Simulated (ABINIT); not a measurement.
Crystal: SnO.

```xyz
4
Lattice="3.8137 0.0000 0.0000 0.0000 3.8137 0.0000 0.0000 0.0000 4.8869" Properties=species:S:1:pos:R:3 pbc="T T T"
Sn    1.9068    0.0000    3.7367
Sn    0.0000    1.9068    1.1503
O     0.0000    0.0000    0.0000
O     1.9068    1.9068    0.0000
```

The cell is a database's computed one.

| Quantity | Value |
| --- | --- |
| Program | ABINIT 10.8.3 (patched build) |
| Task | relaxation of cell and atoms |
| Functional | LDA |
| Potentials or basis | JTH PAW LDA v2.0 |
| Cutoff | 626 eV |
| k mesh | 6 × 6 × 5 |
| Occupations | fermi-dirac, width 0.05 eV |
| Spin | no spin polarisation |

At the start: pressure -3.5 GPa; volume 17.77 Å³/atom.

Question: How do energy, volume and symmetry change on relaxing?

Answer: Over 8 steps the energy falls by 11.7 meV/atom and the volume is 16.43 Å³/atom (-7.5 %); space group P4/nmm (No. 129, to 0.05 Å).

The path:
| step | energy change (eV) | largest force (eV/Å) | pressure (GPa) | volume (Å³) |
| --- | --- | --- | --- | --- |
| 1 | 0.0000 | 0.2342 | -3.47 | 71.08 |
| 2 | -0.0145 | 0.0508 | -2.36 | 70.32 |
| 3 | -0.0326 | 0.1906 | -0.13 | 68.22 |
| 4 | -0.0376 | 0.0550 | 0.11 | 67.20 |
| 5 | -0.0401 | 0.0073 | 0.11 | 66.79 |
| 6 | -0.0456 | 0.0418 | 0.01 | 66.01 |
| 7 | -0.0468 | 0.0280 | 0.23 | 65.52 |
| 8 | -0.0469 | 0.0141 | -0.10 | 65.73 |

Final structure:
```cif
data_structure
_symmetry_space_group_name_H-M 'P 1'
_symmetry_Int_Tables_number 1
_cell_length_a 3.7604
_cell_length_b 3.7604
_cell_length_c 4.6484
_cell_angle_alpha 90.000
_cell_angle_beta 90.000
_cell_angle_gamma 90.000
_cell_volume 65.73
loop_
_atom_site_label
_atom_site_type_symbol
_atom_site_fract_x
_atom_site_fract_y
_atom_site_fract_z
_atom_site_occupancy
Sn1 Sn 0.50000 0.00000 0.75306 1
Sn2 Sn 0.00000 0.50000 0.24694 1
O1 O 0.00000 0.00000 0.00000 1
O2 O 0.50000 0.50000 0.00000 1
```
